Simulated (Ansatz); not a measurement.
## Co under changes of volume

One of the cells (10.688 Å³/atom); the others are scaled copies at fixed shape and fractional positions:

```
Co
1.0
     2.47056    0.00000    0.00000
    -1.23528    2.13957    0.00000
     0.00000    0.00000    8.08823
Co
4
Direct
  0.66667 0.33333 0.75000
  0.00000 0.00000 0.50000
  0.33333 0.66667 0.25000
  0.00000 0.00000 0.00000
```

| Item | Value |
| --- | --- |
| Program | Ansatz 0.2.0 |
| Functional | PBEsol |
| Dispersion | D3(BJ) |
| Potentials or basis | Ansatz PAW |
| Cutoff | 420 eV (not typed: the program's choice for these potentials) |
| k mesh | 12 × 12 × 4 |
| Occupations | fermi-dirac, width 0.05 eV |
| Spin | collinear spin, ferromagnetic start |
| Starting moments | [2.0, 2.0, 2.0, 2.0] μB |

| volume (Å³/atom) | energy over the lowest point (meV/atom) | pressure (GPa) | moment (μB per cell) |
| --- | --- | --- | --- |
| 10.047 | 0.00 | 2.3 | 6.23 |
| 10.261 | 0.60 | -2.9 | 6.36 |
| 10.475 | 7.47 | -7.4 | 6.49 |
| 10.688 | 20.03 | -11.6 | 6.59 |
| 10.902 | 37.94 | -15.3 | 6.66 |
| 11.116 | 60.70 | -18.7 | 6.72 |
| 11.330 | ? | ? | ? |

Problem. What does the run at 11.330 Å³/atom give?

Solution. Energy over the lowest point 87.70 meV/atom; pressure -21.7 GPa; moment 6.78 μB per cell.

Worked out: A Birch-Murnaghan fit of order 3 (a polynomial in V^(-2/3)) to the other rows has its minimum at 10.13 Å³/atom with B0 = V·E''(V) = 234 GPa and B' = 3.0 at fixed shape and positions, which overstates the stiffness. It gives 87.93 meV/atom at 11.330 Å³/atom, against the run's 87.70, and -dE/dV = -22.0 GPa, against -21.7. A parabola through the other rows of the moment, of slope 0.116 μB per Å³/atom there, extrapolates to 6.76 μB, against the run's 6.78.

Energies are extrapolated to zero smearing.

Caveats: pairwise dispersion overbinds metals, which lowers pressure and volume; the PAW data sets come from PBE, with cores solved anew for the run's functional, which leaves a small shift of forces and pressure.
